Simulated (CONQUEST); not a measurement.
# GaN (P6_3mc) in CONQUEST: single point with PBE

Aim: the single point of GaN with PBE.

All numbers are computed with CONQUEST 1.3; they aren't measurements. Logs are shortened: lines on timing, memory, paths and dates and some standing lists are left out, and cuts for length are marked.

### 1 The undisturbed crystal

Symmetry: P6_3mc, No. 186, hexagonal system. Conventional cell: a = 3.180 Å, b = 3.180 Å, c = 5.166 Å, α = 90.00°, β = 90.00°, γ = 120.00°. Ga (site symmetry 3m) has 4 N at 1.94 to 1.95 Å as nearest neighbours. Around N (site symmetry 3m) lie 4 Ga at 1.94 to 1.95 Å.

### 2 Single point, PBE (atoms moved at random, drawn with an rms of 0.05 Å)

Input file Conquest_input:

```
IO.Title GaN
IO.Coordinates coords.dat
IO.FractionalAtomicCoords T
IO.Iprint 2
IO.Iprint_init 1
General.NumberOfSpecies 2
General.PseudopotentialType hamann
AtomMove.TypeOfRun static
AtomMove.FullStress T
Grid.GridCutoff 150
DM.SolutionMethod diagon
Diag.MPMesh T
Diag.GammaCentred T
Diag.MPMeshX 5
Diag.MPMeshY 4
Diag.MPMeshZ 3
Diag.kT 0.00183747
minE.SCTolerance 1e-6
SC.MaxIters 100
IO.AtomChargeOutput T
%block ChemicalSpeciesLabel
1 69.720 Ga
2 14.010 N
%endblock
```

Input file coords.dat:

```
    6.0093290763     0.0000000000     0.0000000000
    0.0000000000     9.7623251598     0.0000000000
    0.0000000000     0.0000000000    10.4084632794
8
  0.4987760000   0.4989470000   0.8389660000 1 T T T
  0.9987760000   0.4989470000   0.3389660000 1 T T T
  0.4967280000   0.0105920000   0.1729960000 1 T T T
  0.9967280000   0.0105920000   0.6729960000 1 T T T
  0.0074195000   0.8761860000   0.3351235000 2 T T T
  0.5074195000   0.8761860000   0.8351235000 2 T T T
  0.4858315000   0.3742130000   0.1670985000 2 T T T
  0.9858315000   0.3742130000   0.6670985000 2 T T T
```

Potentials or basis: PseudoDojo NC PBE, SZ, grid cutoff 150 Ha.

Launch:

```console
$ OMP_NUM_THREADS=1 Conquest
```

Log:

```text
Simulation cell dimensions:     6.0093 a0 x     9.7623 a0 x    10.4085 a0

      Atomic coordinates (a0)
         Atom         X         Y         Z  Species
            1    2.9973    4.8709    8.7323        1
            2    6.0020    4.8709    3.5281        1
            3    2.9850    0.1034    1.8006        1
            4    5.9897    0.1034    7.0049        1
            5    0.0446    8.5536    3.4881        2
            6    3.0493    8.5536    8.6924        2
            7    2.9195    3.6532    1.7392        2
            8    5.9242    3.6532    6.9435        2

         Monkhorst-Pack mesh:   5 x   4 x   3 gamma-centred
        This calculation includes non-local pseudopotentials,
         with a maximum core radius of      8.05697590

    Job title: GaN
    Job to be run: static calculation

    Ground state search:
      Support functions represented with PAO basis
      1:1 PAO to SF mapping
      Non-spin-polarised electrons
      Solving for the K matrix using diagonalisation
      Using Fermi-Dirac smearing

    Integration grid size:     36 x   60 x   60

    Integration grid spacing:  0.167 a0 x 0.163 a0 x 0.173 a0

    Number of species:  2
    --------------------------------------------------------
    |   #  mass (au)  Charge (e)  SF Rad (a0)  NSF  Label  |
    --------------------------------------------------------
    |   1     69.720      13.000        8.327    9  Ga     |
    |   2     14.010       5.000        5.725    4  N      |
    --------------------------------------------------------
          SCF tolerance:                 0.00000100
          SCF iterations:               100

    The functional used will be GGA PBE96

           radial cut-off to be used is taken to be max PAO cut-off radius for this species:    8.056976

           greatest ang. mom. for making density from PAOs:  2

           radial cut-off to be used is taken to be max PAO cut-off radius for this species:    5.483972

           greatest ang. mom. for making density from PAOs:  1
    Minimum blocs/proc is     2025. Maximum blocs/proc is     2025
    set_atom_dens: In set_atomic_density, electrons :      72.000000000000
 matrix_size & matrix_size_padH =           52          52

    Screened ion int: energy:    -274.726985551724 Ha

    new_SC_potl: Starting.  Tolerance:  0.10000E-05

    PulayMixSC: Starting Pulay mixing, A_up =  0.500 A_dn =  0.500
    PulayMixSC: Spin non-polarised calculation.
          Harris-Foulkes Energy            :      -347.578282897388704 Ha
          (TS=0 as O(N) or entropic contribution is negligible)
          DFT Total Energy                 :      -346.817265162253591 Ha
          Total number of electrons        :        72.000000000001990
    PulayMixSC: Pulay iteration     1 residual:              0.56532E-02
          Harris-Foulkes Energy            :      -347.304482933614736 Ha
          (TS=0 as O(N) or entropic contribution is negligible)
          DFT Total Energy                 :      -347.235197180794557 Ha
          Total number of electrons        :        72.000003405231453
    PulayMixSC: Pulay iteration     2 residual:              0.20948E-02
          Harris-Foulkes Energy            :      -347.278592702644573 Ha
          (TS=0 as O(N) or entropic contribution is negligible)
          DFT Total Energy                 :      -347.278269025341842 Ha
          Total number of electrons        :        71.999999166706814
    PulayMixSC: Pulay iteration     3 residual:              0.42591E-03
          Harris-Foulkes Energy            :      -347.278701931043997 Ha
          (TS=0 as O(N) or entropic contribution is negligible)
          DFT Total Energy                 :      -347.277624619766129 Ha
          Total number of electrons        :        71.999996413957930
    PulayMixSC: Pulay iteration     4 residual:              0.20267E-03
          Harris-Foulkes Energy            :      -347.278410704416729 Ha
          (TS=0 as O(N) or entropic contribution is negligible)
          DFT Total Energy                 :      -347.278399197348108 Ha
          Total number of electrons        :        71.999995933565543
    PulayMixSC: Pulay iteration     5 residual:              0.21760E-04
          Harris-Foulkes Energy            :      -347.278406038691287 Ha
          (TS=0 as O(N) or entropic contribution is negligible)
          DFT Total Energy                 :      -347.278405544823897 Ha
          Total number of electrons        :        71.999995934825719
    PulayMixSC: Pulay iteration     6 residual:              0.47399E-05
          Harris-Foulkes Energy            :      -347.278405852274261 Ha
          (TS=0 as O(N) or entropic contribution is negligible)
          DFT Total Energy                 :      -347.278405850380466 Ha
          Total number of electrons        :        71.999995900634360
    PulayMixSC: Pulay iteration     7 residual:              0.35027E-06
    PulayMixSC: Reached SCF tolerance of  0.35027E-06 after      7 iterations
      | Number of electrons      =        71.999996
      |* band energy as 2Tr[K.H] =       -44.135933046957135 Ha
      |  screened ion-ion energy =      -274.726985551724283 Ha
      |  Ha correction           =        -0.077286387826667 Ha
      |  XC correction           =       -28.338217619795454 Ha
      |* Harris-Foulkes energy   =      -347.278405852274261 Ha
      |* DFT total energy        =      -347.278405850380466 Ha
      |  estimated accuracy      =        -0.000000001893795 Ha

    force: Forces on atoms (Ha/a0)
    force:  Atom   X              Y              Z
    force:     1  -0.0109278694   0.0137441777  -0.0085315520
    force:     2  -0.0109278694   0.0137441777  -0.0085315520
    force:     3   0.0101750136  -0.0355208321  -0.0076069318
    force:     4   0.0101750136  -0.0355208321  -0.0076069318
    force:     5  -0.0114545960   0.0042793670   0.0077196000
    force:     6  -0.0114545960   0.0042793670   0.0077196000
    force:     7   0.0121023858   0.0176127325   0.0086489671
    force:     8   0.0121023858   0.0176127325   0.0086489671

    force: Maximum force :        0.03552083(Ha/a0) on atom         4 in y direction
    force: Force Residual:        0.02522314 Ha/a0
    force: Total stress:        -16.15372096     0.16272092     3.13579359 GPa
                             0.16272092   -24.14694413     1.60735781
                             3.13579359     1.60735781   -16.13826279
    force: Average pressure:     18.81297596 GPa

    force: Finished force
    get_E_and_F: Change in energy during last step of electronic optimisation:  0.18642E-06

    BIBLIOGRAPHY: Please consider citing the following references in the conquest.bib file

    CONQUEST:         Bowler2002pt, Miyazaki2004, Nakata2020
    Basis:            Bowler2019
    DM:               Bowler:2006xr
    Pseudopotentials: Hamann2013, Bowler2019
    XC functional:    Perdew1996
```

Wall time 37 s (1 thread of Intel Xeon Platinum 8488C (Sapphire Rapids), shared host); peak memory 0.81 GiB.

What came out:

| Quantity | Value |
| --- | --- |
| Free energy | -9449.9268 eV |
| Pressure | 18.8 GPa |
| Largest force | 1.940 eV/Å |
| Band gap on the k mesh | 1.91 eV |
| Mulliken charges | Ga +0.90, +0.88; N -0.88, -0.90 e |

Forces on the atoms (eV/Å):
```
Ga  -0.562  0.707 -0.439
Ga  -0.562  0.707 -0.439
Ga   0.523 -1.827 -0.391
Ga   0.523 -1.827 -0.391
N   -0.589  0.220  0.397
N   -0.589  0.220  0.397
N    0.622  0.906  0.445
N    0.622  0.906  0.445
```

Levels at points of the mesh, in eV from the valence-band top:
```csv
k point,band 33,band 34,band 35,band 36,band 37,band 38,band 39,band 40
"(0.00, 0.00, 0.00)",-1.21,-0.29,-0.11,0.00,1.91,4.74,6.07,6.96
"(0.00, 0.50, 0.00)",-1.15,-0.87,-0.64,-0.42,4.24,4.53,5.19,5.25
```

Caveat: the atomic basis is small; Mulliken charges move with the basis; the box holds several primitive cells, so bands are folded and the points are those of the box's own zone; the basis of atomic orbitals isn't converged, which shifts pressures, moduli and gaps.
